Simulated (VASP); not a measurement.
Set up this calculation in VASP 6.6.1, as the native input.

```yaml
Task: single point
Functional: PBE
Potentials_or_basis: VASP PAW PBE potentials, release 64 (Al)
Cutoff: 520 eV
k_mesh: 13 × 10 × 37
Occupations: methfessel-paxton, width 0.1 eV
Spin: no spin polarisation
Further_INCAR_settings: ALGO = Normal; EDIFF = 1e-06; NBANDS = 8
```

The structure of Al lies in POSCAR:

```
Al
1.0
    2.8562036900      0.0000000000      0.0000000000
    0.0000000000      4.0392820000      0.0000000000
    1.4281018500      2.0196410000      1.4281018500
Al
1
Direct
    0.0000000000      0.0000000000      0.0000000000
```

The input as run:

INCAR

```
ALGO     = Normal         # electronic algorithm
EDIFF    = 1E-6           # SCF threshold, eV
ENCUT    = 520            # plane-wave cutoff, eV
GGA      = PE             # functional
ICORELEVEL= 1            
ISIF     = 2              # what is computed and relaxed
ISMEAR   = 1              # smearing method
LASPH    = True           # aspherical terms in the spheres
LCHARG   = False          # write CHGCAR
LREAL    = False          # projectors in reciprocal space
LWAVE    = False          # write WAVECAR
NBANDS   = 8              # bands
NELM     = 80             # most SCF steps
PREC     = Accurate       # precision mode
SIGMA    = 0.1            # smearing width, eV
```

KPOINTS

```
k-points
0
Gamma
  13 10 37
```

Potentials or basis: VASP PAW PBE potentials, release 64 (Al).

Launch:

```bash
$ cat potpaw_PBE.64/Al/POTCAR > POTCAR
$ mpirun -np 1 vasp_std > vasp.out
```

Results of the run:

* Pressure: 0.1 GPa
* Band gap on the k mesh: none (metal or under the smearing width)

It took 4.2 min on 1 thread of AMD EPYC 9R14 (Zen 4), on a shared host, peak memory 0.34 GiB.
